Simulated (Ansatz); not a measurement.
K2S (started from an entry of an open crystallographic database), relaxed with r2SCAN in the plane-wave code Ansatz: space group Fm-3m (No. 225), cubic; conventional cell a = 7.405 Å, 33.84 Å³ an atom. Around K lie 4 S at 3.21 Å; around S lie 8 K at 3.21 Å. The primitive cell holds 3 atoms in 101.53 Å³. No spin polarisation and no zero-point or thermal motion.

Computed values: PBE gives a gap of 2.38 eV and PBE0 (25 % exact exchange) 4.01 eV; one over PBE's mean ε∞ is 0.323. HSE06 (4×4×4) gives a least gap of 3.31 eV and a least direct gap of 3.50 eV. In PBE's bands the lowest conduction level rises by 0.075 eV from Γ to the point 0.0848 1/Å along Γ–X; the direct gap at Γ is 2.58 eV. PBEsol's static dielectric constant, on its own cell, is 6.1. r2SCAN's ε∞ is 2.91.

What is the density?
The cell holds 2 K, 1 S: M = 2×39.098 + 1×32.060 = 110.26 u in V = 101.53 Å³. ρ = 1.66054 × M/V = 1.66054 × 110.26/101.53 = 1.803 g/cm³, for the static r2SCAN lattice.

Taking the gap as linear in the share of unscreened exchange, estimate the gap of the hybrid whose share is 1/ε∞.
The slope is (4.01 − 2.38)/0.25 = 6.52 eV per unit share, so E_g ≈ 2.38 + 6.52 × 0.323 = 4.49 eV. The run with that share gives 4.50 eV (4×4×4 mesh), +0.01 eV from the straight line.

At what wavelength does absorption set in by HSE06, excitons left aside?
λ = 1239.84 eV nm/E: 375 nm for the least gap, where it needs phonons and is weak, and 354 nm for direct transitions.

Estimate the electron mass at Γ from the rise of PBE's conduction level.
A parabola gives m*/mₑ = (ħ²/2mₑ) k²/ΔE = 3.810 × 0.0848²/0.075 = 0.365. The band flattens away from Γ; with E(1 + E/E_g) = ħ²k²/2m* the mass at the edge is 0.365/(1 + 0.075/2.58) = 0.355 (1/E_g is only a rough value for the bending). It is PBE's mass, and a gap that is too small makes it too light.

With that mass, what binding energy and radius does a hydrogenic donor have?
E_D = 13.606 eV × m*/ε⁰² = 13.606 × 0.355/6.1² = 130 meV; a_D = 0.529 Å × ε⁰/m* = 9 Å. That is only a cell or two, so the model fails here and the numbers are a rough scale.

What refractive index and reflectivity at normal incidence follow, below the gap and above the phonons?
n = √2.91 = 1.706; R = ((n − 1)/(n + 1))² = (0.706/2.706)² = 6.8 % a face.

As a gate dielectric 2.5 nm thick, what equivalent oxide thickness and capacitance would it have, with 3.9 for amorphous SiO₂?
EOT = t × 3.9/κ = 2.5 × 3.9/6.1 = 1.60 nm; C/A = ε₀κ/t = 8.854 × 6.1/2.5 = 21.6 fF/µm². This takes the ideal crystal's mean κ, without interface layers.

The meshes of the hybrids are coarse, so their gaps aren't converged to the digits shown.
